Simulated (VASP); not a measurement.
# Mg2Si (Fm-3m) in VASP: single point with HSE06

Aim: the single point of Mg2Si with HSE06.

All numbers are computed with VASP 6.6.1; they aren't measurements. Logs are shortened: lines on timing, memory, paths and dates and some standing lists are left out, and cuts for length are marked.

## (1) Starting point

It takes space group Fm-3m (No. 225, cubic). The conventional cell has a = 6.324 Å, b = 6.324 Å, c = 6.324 Å, α = 90.00°, β = 90.00°, γ = 90.00°. Mg (site symmetry -43m) is surrounded by 4 Si at 2.74 Å. Si (site symmetry m-3m) is surrounded by 8 Mg at 2.74 Å.

The cell is a database's computed one.

## (2) Single point, HSE06

POSCAR

```
Mg2Si
1.0
    0.0000000000      3.1617700000      3.1617700000
    3.1617700000      0.0000000000      3.1617700000
    3.1617700000      3.1617700000      0.0000000000
Mg Si
2 1
Direct
    0.2500000000      0.2500000000      0.2500000000
    0.7500000000      0.7500000000      0.7500000000
    1.0000000000      0.0000000000      0.0000000000
```

INCAR.step1

```
PREC = Accurate
ENCUT = 520
EDIFF = 1E-5
ISMEAR = 0
SIGMA = 0.1
LREAL = F
LASPH = T
NELM = 100
ALGO = Normal
ISIF = 2
LWAVE = T
LCHARG = F
NBANDS = 11
GGA = PE
```

INCAR.step2

```
PREC = Accurate
ENCUT = 520
EDIFF = 1E-6
ISMEAR = 0
SIGMA = 0.1
LREAL = F
LASPH = T
NELM = 100
ALGO = Normal
ISIF = 2
LWAVE = F
LCHARG = F
GGA = PE
LHFCALC = T
HFSCREEN = 0.2
PRECFOCK = Fast
NBANDS = 11
ISTART = 1
```

KPOINTS

```
regular mesh
0
Gamma
  6 6 6
```

Potentials or basis: VASP PAW PBE potentials, release 64 (Mg, Si).

Started as:

```console
cat potpaw_PBE.64/Mg/POTCAR potpaw_PBE.64/Si/POTCAR > POTCAR
cp INCAR.step1 INCAR
mpirun -np 1 vasp_std > vasp.out
cp INCAR.step2 INCAR
mpirun -np 1 vasp_std > vasp.out
```

OUTCAR:

```text
PREC = Accurate
   ENCUT = 520
   EDIFF = 1E-6
   ISMEAR = 0
   LREAL = F
   LASPH = T
   NELM = 100
   ISIF = 2
   GGA = PE
   LHFCALC = T
   HFSCREEN = 0.2
   PRECFOCK = Fast
   ISTART = 1

 ion  position               nearest neighbor table
   1  0.250  0.250  0.250-   3 2.74   3 2.74   3 2.74   3 2.74   2 3.16   2 3.16   2 3.16   2 3.16
                             2 3.16   2 3.16
   2  0.750  0.750  0.750-   3 2.74   3 2.74   3 2.74   3 2.74   1 3.16   1 3.16   1 3.16   1 3.16
                             1 3.16   1 3.16
   3  0.000  0.000  0.000-   2 2.74   2 2.74   2 2.74   1 2.74   1 2.74   1 2.74   2 2.74   1 2.74

  LATTYP: Found a face centered cubic cell.
 ALAT       =     6.3235400000

  Lattice vectors:

 A1 = (   0.0000000000,   3.1617700000,   3.1617700000)
 A2 = (   3.1617700000,   0.0000000000,   3.1617700000)
 A3 = (   3.1617700000,   3.1617700000,   0.0000000000)

Analysis of symmetry for initial positions (statically):
=====================================================================
 Subroutine PRICEL returns:
 Original cell was already a primitive cell.

 Routine SETGRP: Setting up the symmetry group for a
 face centered cubic supercell.

 Subroutine GETGRP returns: Found 48 space group operations
 (whereof 48 operations were pure point group operations)
 out of a pool of 48 trial point group operations.

The static configuration has the point symmetry O_h .

Analysis of symmetry for dynamics (positions and initial velocities):
=====================================================================
 Subroutine PRICEL returns:
 Original cell was already a primitive cell.

 Routine SETGRP: Setting up the symmetry group for a
 face centered cubic supercell.

 Subroutine GETGRP returns: Found 48 space group operations
 (whereof 48 operations were pure point group operations)
 out of a pool of 48 trial point group operations.

The dynamic configuration has the point symmetry O_h .

 Subroutine INISYM returns: Found 48 space group operations
 (whereof 48 operations are pure point group operations),
 and found     1 'primitive' translations

----------------------------------------------------------------------------------------

                                     Primitive cell

  volume of cell :      63.2151

  direct lattice vectors                    reciprocal lattice vectors
     0.000000000  3.161770000  3.161770000    -0.158139270  0.158139270  0.158139270
     3.161770000  0.000000000  3.161770000     0.158139270 -0.158139270  0.158139270
     3.161770000  3.161770000  0.000000000     0.158139270  0.158139270 -0.158139270

  length of vectors
     4.471418015  4.471418015  4.471418015     0.273905250  0.273905250  0.273905250

  position of ions in fractional coordinates (direct lattice)
     0.250000000  0.250000000  0.250000000
     0.750000000  0.750000000  0.750000000
     0.000000000  0.000000000  0.000000000

  ion indices of the primitive-cell ions
   primitive index   ion index
                 1           1
                 2           2
                 3           3

----------------------------------------------------------------------------------------

 KPOINTS: regular mesh

Automatic generation of k-mesh.
 Grid dimensions read from file:
 generate k-points for:    6    6    6

 Generating k-lattice:

  Cartesian coordinates                     Fractional coordinates (reciprocal lattice)
    -0.026356545  0.026356545  0.026356545     0.166666667  0.000000000  0.000000000
     0.026356545 -0.026356545  0.026356545     0.000000000  0.166666667  0.000000000
     0.026356545  0.026356545 -0.026356545     0.000000000  0.000000000  0.166666667

  Length of vectors
     0.045650875  0.045650875  0.045650875

  Shift w.r.t. Gamma in fractional coordinates (k-lattice)
     0.000000000  0.000000000  0.000000000

 Subroutine IBZKPT returns following result:
 ===========================================

 Found     16 irreducible k-points:

 Following reciprocal coordinates:
            Coordinates               Weight
  0.000000  0.000000  0.000000      1.000000
  0.166667  0.000000  0.000000      8.000000
  0.333333  0.000000  0.000000      8.000000
  0.500000  0.000000  0.000000      4.000000
  0.166667  0.166667  0.000000      6.000000
  0.333333  0.166667  0.000000     24.000000
[... 8 lines left out ...]
 -0.333333  0.333333  0.166667     24.000000
 -0.333333  0.500000  0.166667     12.000000
   k-points           NKPTS =     16   k-points in BZ     NKDIM =    216   number of bands    NBANDS=     11
   number of dos      NEDOS =    301   number of ions     NIONS =      3
   total plane-waves  NPLWV =  46656
   dimension x,y,z NGX =    36 NGY =   36 NGZ =   36
   dimension x,y,z NGXF=    72 NGYF=   72 NGZF=   72
   ions per type =               2   1
   NGX,Y,Z   is equivalent  to a cutoff of  13.38, 13.38, 13.38 a.u.
   NGXF,Y,Z  is equivalent  to a cutoff of  26.77, 26.77, 26.77 a.u.
 SYSTEM =  unknown system
   PREC   = accura    normal or accurate (medium, high low for compatibility)
   ISTART =      1    job   : 0-new  1-cont  2-samecut
   ICHARG =      0    charge: 1-file 2-atom 10-const
   ISPIN  =      1    spin polarized calculation?
   LNONCOLLINEAR =      F non collinear calculations
   LSORBIT =      F    spin-orbit coupling
   LASPH  =      T    aspherical Exc in radial PAW
   ENCUT  =  520.0 eV  38.22 Ry    6.18 a.u.   8.31  8.31  8.31*2*pi/ulx,y,z
   NELM   =    100;   NELMIN=  2; NELMDL=  0     # of ELM steps
   EDIFF  = 0.1E-05   stopping-criterion for ELM
   LREAL  =      F    real-space projection
   EDIFFG = 0.1E-04   stopping-criterion for IOM
   NSW    =      0    number of steps for IOM
   IBRION =     -1    ionic relax: 0-MD 1-quasi-New 2-CG
   NFREE  =      0    steps in history (QN), initial steepest desc. (CG)
   ISIF   =      2    stress and relaxation
   ISYM   =      3    0-nonsym 1-usesym 2-fastsym
   POTIM  = 0.5000    time-step for ionic-motion
   TEBEG  =    0.0;   TEEND  =   0.0 temperature during run
   PSTRESS=    0.0 pullay stress
   NELECT =       8.0000    total number of electrons
   NUPDOWN=      -1.0000    fix difference up-down
   EMIN   =  10.00;   EMAX   =-10.00  energy-range for DOS
   EFERMI =   0.00;   METHOD = LEGACY
   ISMEAR =     0;   SIGMA  =   0.10  broadening in eV -4-tet -1-fermi 0-gaus
   EFERMI_NEDOS =   21; number of points for ismear=-14 and -15
   IALGO  =     38    algorithm
   IMIX   =      1    mixing-type and parameters
     AMIX     =   0.40;   BMIX     =  1.00
     AMIX_MAG =   1.60;   BMIX_MAG =  1.00
  volume/ion in A,a.u.               =      21.07       142.20
  Fermi-wavevector in a.u.,A,eV,Ry     =   0.821923  1.553210  9.191520  0.675558
  Thomas-Fermi vector in A             =   1.933168
   LORBIT       =      0    0 simple, 1 ext, 2 COOP (PROOUT), +10 PAW based schemes
   GGA     = PE    functional components
   LHFCALC =     T    Hartree Fock is set to
   PRECFOCK=fast      Normal, Fast or Accurate (Low or Medium for compatibility)
   ENCUT4O =  -1.0   cutoff for four orbital integrals eV
   NKREDX  =     1    reduce k-point grid by
   NKREDY  =     1    reduce k-point grid by
   NKREDZ  =     1    reduce k-point grid by
   AEXX    =    0.2500 exact exchange contribution
   HFSCREEN=    0.2000 screening length (either q_TF or 0.3 A-1)
   HFSCREENC=   0.2000 screening length for correlation (either q_TF or 0.3 A-1)
   ENCUTFOCK=  -1.0 apply spherical cutoff to Coloumb kernel
   IVDW    =     0    specifies the selected vdW correction
   LEPSILON=     F    determine dielectric tensor
   LRPA    =     F    only Hartree local field effects (RPA)
 non-spin polarized calculation
 Gauss-broadening in eV      SIGMA  =   0.10
  energy-cutoff  :      520.00
  volume of cell :       63.22
 maximum number of plane-waves:      1724
 NGX is ok and might be reduce to    36
  NGX = 20; NGY = 20; NGZ = 20

 number of electron       8.0000000 magnetization

 Free energy of the ion-electron system (eV)
  ---------------------------------------------------
  ext. energy  EPLUGINS =         0.00000000
  ---------------------------------------------------
  free energy    TOTEN  =        -9.89566464 eV

  energy without entropy =       -9.89566417  energy(sigma->0) =       -9.89566440

 E-fermi :   3.7054     XC(G=0):  -7.3631

 val. band max:        3.4205610718   @ k =   0.0000   0.0000   0.0000
 cond. band min:       3.9902910751   @ k =   0.5000   0.5000   0.0000
 fundamental gap:      0.5697300033
 Fermi energy:         3.7054250444

 k-point     1 :       0.0000    0.0000    0.0000
  band No.  band energies     occupation
      1      -6.8942      2.00000
      2       3.4206      1.99994
      3       3.4206      1.99994
      4       3.4206      1.99994
      5       6.0025      0.00000
      6       6.5868      0.00000
      7       6.5868      0.00000
      8       6.5868      0.00000
      9       9.8635      0.00000
     10       9.8635      0.00000
     11      10.9753      0.00000

 k-point     2 :       0.1667    0.0000    0.0000
  band No.  band energies     occupation
      1      -6.6131      2.00000
      2       1.5685      2.00000
      3       3.1507      2.00000
      4       3.1507      2.00000
      5       5.9837      0.00000
      6       7.0253      0.00000
      7       7.0253      0.00000
      8       8.0030      0.00000
      9       9.0575      0.00000
     10       9.0575      0.00000
     11      10.8505      0.00000

 k-point     3 :       0.3333    0.0000    0.0000
  band No.  band energies     occupation
      1      -5.8606      2.00000
      2      -0.7726      2.00000
      3       2.7755      2.00000
      4       2.7755      2.00000
      5       5.4819      0.00000
      6       6.8418      0.00000
      7       6.8418      0.00000
      8       9.3866      0.00000
      9      10.0396      0.00000
     10      10.0396      0.00000
     11      11.0580      0.00000

 k-point     4 :       0.5000    0.0000    0.0000
  band No.  band energies     occupation
      1      -5.2622      2.00000
      2      -1.9385      2.00000
      3       2.6333      2.00000
      4       2.6333      2.00000
      5       5.2935      0.00000
      6       6.5520      0.00000
      7       6.5520      0.00000
      8       9.1613      0.00000
      9      12.4009      0.00000
     10      12.4009      0.00000
     11      12.6736      0.00000

 k-point     5 :       0.1667    0.1667    0.0000
  band No.  band energies     occupation
      1      -6.5185      2.00000
      2       1.8625      2.00000
      3       2.5750      2.00000
      4       2.5750      2.00000
      5       5.7567      0.00000
      6       6.7918      0.00000
      7       7.9175      0.00000
      8       7.9175      0.00000
      9       8.4882      0.00000
     10      10.2984      0.00000
     11      12.2828      0.00000
[... 99 lines left out ...]
 k-point    13 :       0.5000    0.5000    0.0000
  band No.  band energies     occupation
      1      -4.6237      2.00000
      2      -1.5522      2.00000
      3       1.2271      2.00000
      4       1.2271      2.00000
      5       3.9903      0.00006
      6       4.3079      0.00000
      7      12.4005      0.00000
      8      12.4005      0.00000
      9      12.9187      0.00000
     10      12.9187      0.00000
     11      13.5274      0.00000

 k-point    14 :       0.5000    0.3333    0.1667
  band No.  band energies     occupation
      1      -5.2566      2.00000
      2      -0.6257      2.00000
      3       0.4932      2.00000
      4       1.6736      2.00000
      5       6.1774      0.00000
      6       6.4889      0.00000
      7       7.3935      0.00000
      8      10.0590      0.00000
      9      10.5173      0.00000
     10      12.2220      0.00000
     11      13.8115      0.00000

 k-point    15 :      -0.3333    0.3333    0.1667
  band No.  band energies     occupation
      1      -4.7815      2.00000
      2      -1.1655      2.00000
      3       0.0180      2.00000
      4       1.2548      2.00000
      5       6.2250      0.00000
      6       6.8516      0.00000
      7       8.6020      0.00000
      8       9.2017      0.00000
      9      10.2785      0.00000
     10      12.5334      0.00000
     11      13.5651      0.00000

 k-point    16 :      -0.3333    0.5000    0.1667
  band No.  band energies     occupation
      1      -4.5812      2.00000
      2      -1.1191      2.00000
      3       0.0950      2.00000
      4       0.6202      2.00000
      5       5.6396      0.00000
      6       6.1533      0.00000
      7       9.2717      0.00000
      8       9.4589      0.00000
      9      12.6769      0.00000
     10      12.9671      0.00000
     11      13.2689      0.00000

------------------------ aborting loop because EDIFF is reached ----------------------------------------

  FORCE on cell =-STRESS in cart. coord.  units (eV):
  Direction    XX          YY          ZZ          XY          YZ          ZX
  --------------------------------------------------------------------------------------
  -------------------------------------------------------------------------------------
  Total        0.0553042      0.0553042      0.0553042      0.0000000      0.0000000     -0.0000000
  in kB        1.4016757      1.4016757      1.4016757      0.0000000      0.0000000     -0.0000000
  external PRESSURE =       1.4016757 kB  Pullay stress =       0.0000000 kB

 VOLUME and BASIS-vectors are now :
 -----------------------------------------------------------------------------
  energy-cutoff  :      520.00
  volume of cell :       63.22
      direct lattice vectors                 reciprocal lattice vectors
     0.000000000  3.161770000  3.161770000    -0.158139270  0.158139270  0.158139270
     3.161770000  0.000000000  3.161770000     0.158139270 -0.158139270  0.158139270
     3.161770000  3.161770000  0.000000000     0.158139270  0.158139270 -0.158139270

 POSITION                                       TOTAL-FORCE (eV/Angst)
 -----------------------------------------------------------------------------------
      1.58089      1.58089      1.58089         0.000000      0.000000      0.000000
      4.74266      4.74266      4.74266        -0.000000     -0.000000     -0.000000
      0.00000      0.00000      0.00000         0.000000     -0.000000     -0.000000
 -----------------------------------------------------------------------------------
    total drift:                               -0.000001     -0.000001     -0.000001

  FREE ENERGIE OF THE ION-ELECTRON SYSTEM (eV)
  ---------------------------------------------------
  free  energy   TOTEN  =        -9.8956646391 eV

  energy  without entropy=       -9.8956641704  energy(sigma->0) =       -9.89566440
```

Run time: 7 min. Hardware: 1 thread of Intel Xeon Platinum 8488C (Sapphire Rapids), shared host; peak memory 0.32 GiB.

Results:

```yaml
Free_energy: -9.8957 eV
Pressure: 0.1 GPa
Band_gap_on_the_k_mesh: 0.57 eV, indirect (least direct gap 2.58 eV)
```

Caveat: the PAW data sets were made with another functional, which shifts forces and pressure a little.
